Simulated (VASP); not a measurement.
MgF2 (rutile) relaxed at rising pressure, in one space group throughout; other phases were not tried. The pressures are those reached. These are LDA (Ceperley-Alder, Perdew-Zunger), VASP's LDA PAW potentials (set 64) (plane waves; VASP) values and carry that method's errors.

```tsv
P (GPa)	V (Å³/atom)	k-mesh
0.03	10.229	5×5×7
5.15	9.839	5×5×8
10.14	9.524	5×5×8
20.26	9.017	5×5×8
30.20	8.628	5×5×8
```

A change of mesh leaves a small step in the series.

Fit an equation of state and predict the volume at 45.16 GPa.

Least squares on the third-order Birch-Murnaghan form, P = (3B0/2)(y⁷ − y⁵)[1 + (3/4)(B′ − 4)(y² − 1)] with y = (V0/V)^(1/3), gives V0 = 10.232 Å³/atom, B0 = 120 GPa and B′ = 4.5, and so 8.170 Å³/atom. The run gave 8.167 Å³/atom, -0.0 % from the fit.

Pressures at which the relaxation failed are left out.

The compound is MgF2 in the rutile structure.
